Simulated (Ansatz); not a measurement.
# LaB₆: energy above given cell and pressure against volume ratio

Plane-wave density functional theory, PAW datasets, Gaussian smearing 0.05 eV: equation of state, the given zero-pressure cell scaled in volume with shape and atoms relaxed. The results are calculated, by Ansatz 0.2.0.

The cell before it is scaled or strained (space group Pm-3m, No. 221):
```
cell vectors (Å)
   4.1163     0.0000     0.0000
   0.0000     4.1163     0.0000
   0.0000     0.0000     4.1163
atoms (fractions of the cell vectors)
La  0.00000  0.00000  0.00000
B   0.19930  0.50000  0.50000
B   0.80070  0.50000  0.50000
B   0.50000  0.50000  0.19930
B   0.50000  0.50000  0.80070
B   0.50000  0.19930  0.50000
B   0.50000  0.80070  0.50000
```

Settings of every row: functional BLYP; exact exchange fraction 0; fraction rule fixed; exchange screening 0 Å⁻¹; dispersion D3(BJ); spin treatment none; moment partition spheres; spin axis none; wave cutoff 420 eV; k mesh 6x6x6.

Atom hubbard u: 0 on all atoms.

Limits: no spin-orbit coupling, which matters for these elements; the SCF threshold is loose for a stress in some rows.

```
row  volume ratio  V (Å³/atom)  energy above given cell (meV per atom)  pressure (GPa)
  1          0.96        9.565                                    9.54            7.92
  2          0.98        9.765                                    2.33            3.78
  3             1        9.964                                       0               0
  4          1.02       10.163                                    2.16           -3.42
  5          1.04       10.362                                       ?               ?
```

Question: what energy above given cell and pressure should row 5 give?

Worked fit of energy above given cell. Take u = (V_r/V)^(2/3) − 1 with V_r = 9.8645 Å³ an atom, which is twice the finite (Eulerian) strain; such expansions in the strain, on which the Birch-Murnaghan equation of state is built, carry the rest volume and the bulk modulus. The shown rows have u = 0.02077, 0.00678, -0.00667, -0.01968. Least squares give energy above given cell = 0.584 + 168.99 × u + 12637.4 × u² meV per atom; a straight line predicts inner rows, each left out in turn, worse (root mean square 3.3 against 0.043 meV per atom). The rows lie off it by -0.01, 0.02, -0.02, 0.01. Its lowest point lies at u = -0.0067, or V = 9.964 Å³ an atom, and the curvature there gives the bulk modulus with shape and atoms relaxed, B = (4/9)(1 + u)² E″(u)/V = 178 GPa. The withheld row has u = -0.03227, so the fit gives 0.584 + 168.99 × (-0.03227) + 12637.4 × (-0.03227)² = 8.29 meV per atom.

The calculation gave 8.38 meV per atom. The fit lies 0.09 meV per atom (1.1 % of the value, 0.94 % of the column's range) below it; its largest miss of a shown row is 0.02 meV per atom. This row lies beyond the range of the fit.

Worked fit of pressure. Take u = (V_r/V)^(2/3) − 1 with V_r = 9.8645 Å³ an atom, which is twice the finite (Eulerian) strain; such expansions in the strain, on which the Birch-Murnaghan equation of state is built, carry the rest volume and the bulk modulus. The shown rows have u = 0.02077, 0.00678, -0.00667, -0.01968. Least squares give pressure = 1.847 + 279.81 × u + 611.4 × u² GPa; a straight line predicts inner rows, each left out in turn, worse (root mean square 0.16 against 0.017 GPa). The rows lie off it by 0.00, 0.01, -0.01, 0.00. The pressure vanishes at u = -0.0067, or V = 9.964 Å³ an atom, and there the bulk modulus with shape and atoms relaxed is B = −V dP/dV = (2/3)(1 + u) dP/du = 180 GPa. The withheld row has u = -0.03227, so the fit gives 1.847 + 279.81 × (-0.03227) + 611.4 × (-0.03227)² = -6.55 GPa.

The calculation gave -6.54 GPa. The fit lies 0.01 GPa (0.069 % of the column's range) below it, one unit of the last digit. This row lies beyond the range of the fit.
